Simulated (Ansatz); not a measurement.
## ZrO₂

Method: PBE, scalar-relativistic; no spin polarisation; PAW, 420 eV, 8×8×6 k-mesh, Gaussian smearing of 0.05 eV; code Ansatz. The datasets are Ansatz's generated set soft_2.

```yaml
crystal:
  lattice:
    - [3.62108, 0.00000, 0.00000]
    - [0.00000, 3.62108, 0.00000]
    - [0.00000, 0.00000, 5.28255]
  atoms:
    - { symbol: Zr, position: [0.00000, 0.00000, 0.00000] }
    - { symbol: Zr, position: [0.50000, 0.50000, 0.50000] }
    - { symbol: O, position: [0.00000, 0.50000, 0.19281] }
    - { symbol: O, position: [0.00000, 0.50000, 0.69281] }
    - { symbol: O, position: [0.50000, 0.00000, 0.30719] }
    - { symbol: O, position: [0.50000, 0.00000, 0.80719] }
```

The chain of runs began from a cell as deposited in COD, expanded in volume.

The run above is the reference. The same cell was run again with other input settings; several of them aren't fit for production, so the rows show the settings' effect and aren't properties of the material.

```tsv
keys changed	outcome	ΔE (meV/atom)	P (GPa)	gap on the mesh (eV)	cell moment (μB)	largest force component (eV/Å)	SCF iterations	rough core-seconds	new warnings
none (reference)	converged	0.0	0.0	4.04	–	0.001	–	–	–
basis.ecutwfc: 420 → "400 eV"; scf.occupations.width: 0.05 → 0.3; kpoints.mp_grid.shift: [0.5, 0.5, 0.5]	converged	5.9	0.0	4.24	–	0.003	6	2.6	cutoff below recommended
hamiltonian.dispersion: "d3bj"; crystal.symmetry: {"detect": false}	converged	–	-3.7	4.04	–	0.004	6	40	–
hamiltonian.hubbard: {"sites": [{"species": "Zr", "l": "d", "u_eff": 5.0}], "double_counting": "fll"}; scf.occupations.width: 0.05 → 0.01	converged	–	6.3	5.13	–	0.353	8	9	–
scf.mixing.preconditioner: "kerker"; hamiltonian.hubbard: {"sites": [{"species": "Zr", "l": "d", "u_eff": 2.0}], "double_counting": "fll"}; scf.eigensolver.kind: "davidson"; basis.precision: "f64"	converged	–	2.3	4.44	–	0.135	9	15	–
kpoints.mp_grid.shift: [0.5, 0.5, 0.5]	converged	0.0	0.0	4.24	–	0.001	6	3	–
scf.algorithm: "density_mixing"; scf.mixing.preconditioner: "none"	converged	0.0	0.0	4.04	–	0.001	6	6	–
scf.occupations.width: 0.05 → 0.2	converged	0.0	0.0	4.04	–	0.001	6	5	–
```

These changes also left energy (to 0.1 meV/atom), pressure, gap, moment and forces as in the reference: kpoints.mp_grid.grid: [8, 8, 6] → [12, 12, 9].

ΔE is the energy with the smearing extrapolated to zero. It is left out where the change alters the Hamiltonian or the spin treatment. The varied runs start from atomic densities (corrected by the program's trained start where that serves), with the default search for lower states unless a row changes it.

Task: What happens with these changes: basis.ecutrho_ratio: 4 → 9; kpoints.mp_grid.shift: [0.5, 0.5, 0.5]; hamiltonian.dispersion: "d3bjatm"?

Result: outcome converged, P (GPa) -3.2, gap on the mesh (eV) 4.24, largest force component (eV/Å) 0.004, SCF iterations 6, rough core-seconds 4.

The pair part of a dispersion correction pulls inward (a three-body part mostly pushes out), and in metals and ionic crystals with large ions it often overbinds.

Of the reference: Semilocal functionals underestimate band gaps, commonly by a third or more. The relaxed cell is 4 % larger in volume than the cell of this structure in the Crystallography Open Database (11.13 Å³/atom, 1995).
